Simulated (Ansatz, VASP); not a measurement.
**Two plane-wave programs on B**

```
B
1.0
     2.88647    0.00000    0.00000
     0.00000    2.88647    0.00000
     0.00000    0.00000    4.61886
B
6
Direct
  0.00000 0.00000 0.25000
  0.00000 0.00000 0.75000
  0.65668 0.23682 0.50000
  0.34332 0.76318 0.50000
  0.76318 0.65668 0.00000
  0.23682 0.34332 0.00000
```

Alike in both runs: task relaxation of cell and atoms; functional PBE; k mesh 6 × 6 × 4; occupations gaussian, width 0.1 eV; no spin polarisation.

```csv
,VASP,Ansatz
version,VASP 6.6.1,Ansatz 0.2.0
potentials or method,"VASP PAW PBE potentials, release 64 (B)","scalar-relativistic, plane waves, PAW"
plane-wave cutoff (eV),600,420
valence electrons in the cell,18,18
```

|  | VASP | Ansatz | Ansatz less VASP |
| --- | --- | --- | --- |
| gap on the k mesh at the Fermi level, each at its own relaxed structure (eV) | none | none | - |
| relaxed volume (Å³/atom) | 6.83 | 6.83 | +0.003 |
| relaxed cell length with the largest relative difference (Å) | 3.873 | 3.875 | +0.0019 |
| energy change over the relaxation (meV/atom) | -510 | -509 | +1.3 |

A gap of «none» marks a metal or a gap that the smearing closes.

Caveats: the k mesh is coarse (spacing up to 0.36 Å⁻¹), so the values aren't converged.
